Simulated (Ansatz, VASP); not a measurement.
## Two plane-wave programs on Ir

The input INCAR:

```
SYSTEM = Ir
PREC = Accurate
ENCUT = 520
EDIFF = 1E-6
ISMEAR = -1
SIGMA = 0.05
LREAL = .FALSE.
LASPH = .TRUE.
NELM = 100
ALGO = Normal
ISIF = 2
LWAVE = .FALSE.
LCHARG = .FALSE.
LMAXMIX = 4
GGA = RE
NBANDS = 16
```

File KPOINTS:

```
Automatic mesh
0
G
  11 11 6
  0 0 0
```

The input POSCAR:

```
Ir
1.0
    2.7513778946      0.0000000000      0.0000000000
   -1.3756889473      2.3827631521      0.0000000000
    0.0000000000      0.0000000000      4.4622900000
Ir
2
Direct
    0.3333333333      0.6666666667      0.2500000000
    0.6666666667      0.3333333333      0.7500000000
```

File KPOINTS_OPT:

```
path GMKGALHA,LM,KH
10
line-mode
reciprocal
 0.0000000000  0.0000000000  0.0000000000  G
 0.5000000000  0.0000000000  0.0000000000  M

 0.5000000000  0.0000000000  0.0000000000  M
 0.3333333333  0.3333333333  0.0000000000  K

 0.3333333333  0.3333333333  0.0000000000  K
 0.0000000000  0.0000000000  0.0000000000  G

 0.0000000000  0.0000000000  0.0000000000  G
 0.0000000000  0.0000000000  0.5000000000  A

 0.0000000000  0.0000000000  0.5000000000  A
 0.5000000000  0.0000000000  0.5000000000  L

 0.5000000000  0.0000000000  0.5000000000  L
 0.3333333333  0.3333333333  0.5000000000  H

 0.3333333333  0.3333333333  0.5000000000  H
 0.0000000000  0.0000000000  0.5000000000  A

 0.5000000000  0.0000000000  0.5000000000  L
 0.5000000000  0.0000000000  0.0000000000  M

 0.3333333333  0.3333333333  0.0000000000  K
 0.3333333333  0.3333333333  0.5000000000  H
```

Contents of input.yaml:

```yaml
crystal:
  lattice:
    - [2.7513778946, 0.0, 0.0]
    - [-1.3756889473, 2.3827631521, 0.0]
    - [0.0, 0.0, 4.46229]
  atoms:
    - { symbol: Ir, position: [0.3333333333, 0.6666666667, 0.25] }
    - { symbol: Ir, position: [0.6666666667, 0.3333333333, 0.75] }
hamiltonian:
  xc: revpbe
  pseudopotentials: { kind: paw }
kpoints:
  mp_grid: { grid: [11, 11, 6] }
  band_path:
    path:
      - [[0.0, 0.0, 0.0], [0.5, 0.0, 0.0], [0.3333333333, 0.3333333333, 0.0], [0.0, 0.0, 0.0], [0.0, 0.0, 0.5], [0.5, 0.0, 0.5], [0.3333333333, 0.3333333333, 0.5], [0.0, 0.0, 0.5]]
      - [[0.5, 0.0, 0.5], [0.5, 0.0, 0.0]]
      - [[0.3333333333, 0.3333333333, 0.0], [0.3333333333, 0.3333333333, 0.5]]
    npoints: 14
scf:
  occupations: { method: fermi_dirac, width: 0.05 }
  n_extra_bands: 6
output:
  forces: true
  stress: true
  eigenvalues: true
  fatbands: true
  write_density: true
  write_potential: true
  elf: true
  volumetric_format: npy
```

This isn't the form of Ir at room conditions, which is fcc.

Alike in both runs: task band structure; functional revPBE; k mesh 11 × 11 × 6; occupations fermi-dirac, width 0.05 eV; no spin polarisation.

|  | VASP | Ansatz |
| --- | --- | --- |
| version | VASP 6.6.1 | Ansatz 0.2.0 |
| potentials or method | VASP PAW PBE potentials, release 64 (Ir) | Ansatz PAW |
| plane-wave cutoff (eV) | 520 | 420 |
| valence electrons in the cell | 18 | 34 |

```tsv
	VASP	Ansatz	Ansatz less VASP
gap on the k mesh at the Fermi level (eV)	none	none	-
pressure (GPa)	2.0	1.6	-0.39
largest component of the traceless stress (GPa)	0.22	0.26	+0.039
```

A gap of «none» marks a metal or a gap that the smearing closes. The two sets of potentials don't hold the same shells in valence.

Caveats: spin-orbit coupling is left out, which moves the levels of the heavy elements; the PAW data sets were made with another functional, which shifts forces and pressure a little (VASP); the PAW data sets come from PBE, with cores solved anew for the run's functional, which leaves a small shift of forces and pressure (Ansatz).
